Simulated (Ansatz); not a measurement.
# Energy, volume and coordination in Cd4Te

Method: DFT PBE, scalar-relativistic, plane waves, PAW (Ansatz). All cells share a 420 eV cutoff and Γ-centred k meshes spaced at most about 0.3 Å⁻¹ (about 0.25 or finer for metals, 2π included). No spin polarisation.

All energies are static (0 K, no zero-point motion). Rows are sorted by volume; energies count from the lowest form computed. Coordination counts Cd atoms around Te (those within 1.25 times the shortest such distance or 1.15 times the sum of covalent radii; a plus sign parts nearer from farther groups; the shortest distance is added where it is long for a bond).

| row | form | source | atoms | coordination | V (Å³/atom) | gap on mesh (eV) | ΔE (meV/atom) |
| --- | --- | --- | --- | --- | --- | --- | --- |
| 1 | I4/m | invented | 5 | Te 12 | 25.3 | 0 | 0 |
| 2 | F-43m | invented | 5 | Te 12 from 3.5 Å | 30.5 | 0 | 103 |
| 3 | Pm-3m | invented | 5 | Te 12+8 from 3.8 Å | 32.1 | 0 | ? |
| 4 | Im-3m | invented | 5 | Te 8 | 33.7 | 0 | 247 |
| 5 | Pm-3m | invented | 5 | Te 6 | 39.4 | 0 | 315 |

The cell of row 3:

```cif
data_structure
_symmetry_space_group_name_H-M 'Pm-3m'
_symmetry_Int_Tables_number 221
_cell_length_a 5.4368
_cell_length_b 5.4368
_cell_length_c 5.4368
_cell_angle_alpha 90.000
_cell_angle_beta 90.000
_cell_angle_gamma 90.000
_cell_volume 160.71
loop_
_atom_site_label
_atom_site_type_symbol
_atom_site_symmetry_multiplicity
_atom_site_Wyckoff_symbol
_atom_site_fract_x
_atom_site_fract_y
_atom_site_fract_z
_atom_site_occupancy
Cd1 Cd 1 b 0.50000 0.50000 0.50000 1
Cd2 Cd 3 c 0.00000 0.50000 0.50000 1
Te1 Te 1 a 0.00000 0.00000 0.00000 1
```

Q: Estimate the missing energy, and say where the row ranks.

A: 225 meV/atom, which puts it above row 2 and below row 4. Counting Cd atoms around Te, row 3 has Te 12+8 from 3.8 Å and the lowest form (row 1) has Te 12.

An observed structure of this formula, if there is one, may be missing.

For metals, differences of a few meV/atom aren't resolved. Spin–orbit coupling, which can matter for Te, is left out. Cells relaxed within their symmetry can be saddle points. Some structure types and database cells were kept out of the candidates from the start, so a known form may be missing.
